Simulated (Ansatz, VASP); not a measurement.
One calculation of PtSe2, two programs

File POSCAR:

```
PtSe2
1.0
    1.8071265266      1.0433449866      5.8786684133
   -1.8071265266      1.0433449866      5.8786684133
    0.0000000000     -2.0866899731      5.8786684133
Pt Se
1 2
Direct
    0.0000000000      0.0000000000      0.0000000000
    0.2559029290      0.2559029290      0.2559029290
    0.7440970710      0.7440970710      0.7440970710
```

INCAR.step1

```
  PREC = Accurate
  ENCUT = 520
  ISMEAR = 0
  SIGMA = 0.01
  LREAL = F
  LASPH = T
  NELM = 100
  NBANDS = 18
  GGA = PE
  ALGO = Normal
  EDIFF = 1E-4
  LWAVE = T
  LCHARG = F
```

Contents of INCAR.step2:

```
  PREC = Accurate
  ENCUT = 520
  EDIFF = 1E-6
  ISMEAR = 0
  SIGMA = 0.01
  LREAL = F
  LASPH = T
  NELM = 100
  ALGO = Normal
  ISIF = 2
  LWAVE = F
  LCHARG = F
  METAGGA = R2SCAN
  LMIXTAU = T
  NBANDS = 18
  ISTART = 1
```

KPOINTS

```
regular mesh
0
Gamma
  8 8 8
```

Input for Ansatz:

```yaml
crystal:
  lattice:
    - [1.8071265266, 1.0433449866, 5.8786684133]
    - [-1.8071265266, 1.0433449866, 5.8786684133]
    - [0.0, -2.0866899731, 5.8786684133]
  atoms:
    - { symbol: Pt, position: [0.0, 0.0, 0.0] }
    - { symbol: Se, position: [0.255902929, 0.255902929, 0.255902929] }
    - { symbol: Se, position: [0.744097071, 0.744097071, 0.744097071] }
kpoints:
  mp_grid: { grid: [8, 8, 8] }
  band_path:
    path:
      - [0.0, 0.0, 0.0]
      - [0.5, 0.5, 0.5]
      - [0.8105216083, 0.1894783917, 0.5]
      - [0.5, -0.1894783917, 0.1894783917]
      - [0.5, 0.0, 0.0]
      - [0.3447391959, -0.3447391959, 0.0]
      - [0.6552608041, 0.0, 0.3447391959]
      - [0.5, 0.0, 0.5]
      - [0.0344739196, -0.0344739196, 0.0]
      - [0.0, 0.25, -0.25]
      - [0.25, 0.25, -0.5]
    npoints: 1
hamiltonian:
  xc: r2scan
scf:
  occupations: { method: fixed }
  n_extra_bands: 4
output:
  forces: true
  stress: true
  eigenvalues: true
```

Change from the starting cell: epitaxial_xy strain -2.1%.

Alike in both runs: task single point; functional r2SCAN; k mesh 8 × 8 × 8; no spin polarisation.

```csv
,VASP,Ansatz
version,VASP 6.6.1,Ansatz 0.2.0
potentials or method,"VASP PAW PBE potentials, release 64 (Pt, Se)","plane waves, PAW"
plane-wave cutoff (eV),520,500
occupations,"gaussian, width 0.01 eV",fixed
valence electrons in the cell,22,50
```

```tsv
	VASP	Ansatz	Ansatz less VASP
gap on the k mesh at the Fermi level (eV)	0.62	0.63	+0.009
pressure (GPa)	4.0	3.9	-0.11
largest component of the traceless stress (GPa)	2.73	2.69	-0.039
rms of the force components (eV/Å)	0.005	0.012	+0.0074
```

Atom by atom the forces differ by 0.007 eV/Å (rms over components). The two sets of potentials don't hold the same shells in valence.

Caveats: the PAW data sets were made with another functional, which shifts forces and pressure a little (VASP); spin-orbit coupling is left out, which moves the levels of the heavy elements. A k mesh can miss the band edges.
